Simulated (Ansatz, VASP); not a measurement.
**ScAl2 in VASP and in Ansatz**

```xyz
6
Lattice="0.0000 3.7803 3.7803 3.7803 0.0000 3.7803 3.7803 3.7803 0.0000" Properties=species:S:1:pos:R:3 pbc="T T T"
Sc    3.7803    3.7803    3.7803
Sc    5.6705    5.6705    5.6705
Al    0.9451    0.9451    0.9451
Al    0.9451    2.8352    2.8352
Al    2.8352    0.9451    2.8352
Al    2.8352    2.8352    0.9451
```

Alike in both runs: functional PBEsol; k mesh 2 × 2 × 2; occupations gaussian, width 0.1 eV; no spin polarisation.

Ansatz relaxed the structure, and its values are those at the end. VASP's run is a single point on that final structure, the one shown.

|  | VASP | Ansatz |
| --- | --- | --- |
| version | VASP 6.6.1 | Ansatz 0.2.0 |
| potentials or method | VASP PAW PBE potentials, release 64 (Sc_sv, Al) | scalar-relativistic, plane waves, PAW |
| plane-wave cutoff (eV) | 520 | 420 |
| valence electrons in the cell | 34 | 34 |

|  | VASP | Ansatz | Ansatz less VASP |
| --- | --- | --- | --- |
| gap on the k mesh at the Fermi level (eV) | none | none | - |
| pressure (GPa) | 0.3 | 0.0 | -0.29 |

A gap of «none» marks a metal or a gap that the smearing closes.

Caveats: the k mesh is coarse (spacing up to 0.72 Å⁻¹), so the values aren't converged; the PAW data sets were made with another functional, which shifts forces and pressure a little (VASP).
